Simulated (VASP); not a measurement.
Wanted: the native input for a VASP 6.6.1 run.

```
Task                               : single point
Functional                         : PBE-based screened hybrid
Potentials or basis                : VASP PAW PBE potentials, release 64 (In_d, P)
Cutoff                             : 520 eV
k mesh                             : 4 × 4 × 4
Occupations                        : fermi-dirac, width 0.02 eV
Spin                               : no spin polarisation
Dipole correction                  : no
Exchange at q = 0                  : truncated
Grid for exact exchange (PRECFOCK) : Normal
Share of exact exchange            : 0.3
Screening parameter                : 0.1
Further INCAR settings             : ALGO = Normal; EDIFF = 1e-06; NBANDS = 16
```

Crystal: InP.

```
In P
1.0
     0.00000    2.74536    2.74536
     2.74536    0.00000    2.74536
     2.74536    2.74536    0.00000
In P
1 1
Direct
  0.00000 0.00000 0.00000
  0.50000 0.50000 0.50000
```

The cell was built by a generator and needn't be a form met in nature.

One way to write it, as run:

POSCAR

```
InP
1.0
    0.0000000000      2.7453630729      2.7453630729
    2.7453630729      0.0000000000      2.7453630729
    2.7453630729      2.7453630729      0.0000000000
In P
1 1
Direct
    0.0000000000      0.0000000000      0.0000000000
    0.5000000000      0.5000000000      0.5000000000
```

INCAR.step1

```
PREC = Accurate
ENCUT = 520
EDIFF = 1E-5
ISMEAR = -1
SIGMA = 0.02
LREAL = False
LASPH = True
NELM = 60
ALGO = Normal
ISIF = 2
LWAVE = True
GGA = PE
NBANDS = 16
```

INCAR.step2

```
PREC = Accurate
ENCUT = 520
EDIFF = 1E-6
ISMEAR = -1
SIGMA = 0.02
LREAL = False
LASPH = True
NELM = 60
ALGO = Normal
ISIF = 2
LWAVE = False
LCHARG = True
GGA = PE
LHFCALC = True
AEXX = 0.3
HFSCREEN = 0.1
PRECFOCK = Normal
LELF = True
LVHAR = True
ISTART = 1
NBANDS = 16
```

KPOINTS

```
regular mesh
0
Gamma
  4 4 4
```

Potentials or basis: VASP PAW PBE potentials, release 64 (In_d, P).

Command:

```bash
$ cat potpaw_PBE.64/In_d/POTCAR potpaw_PBE.64/P/POTCAR > POTCAR
$ cp INCAR.step1 INCAR
$ mpirun -np 1 vasp_std > vasp.out
$ cp INCAR.step2 INCAR
$ mpirun -np 1 vasp_std > vasp.out
```

Results of the run:

```json
{"Pressure": "-1.5 GPa", "Band gap on the k mesh": "none (metal or under the smearing width)"}
```

Caveat: the k mesh is coarse (spacing up to 0.50 Å⁻¹), so the values aren't converged; the PAW data sets were made with another functional, which shifts forces and pressure a little.

Run time: 22 min on 1 thread of Intel(R) Xeon(R) Platinum 8375C CPU @ 2.90GHz (Ice Lake), with other jobs on the host, peak memory 0.27 GiB.
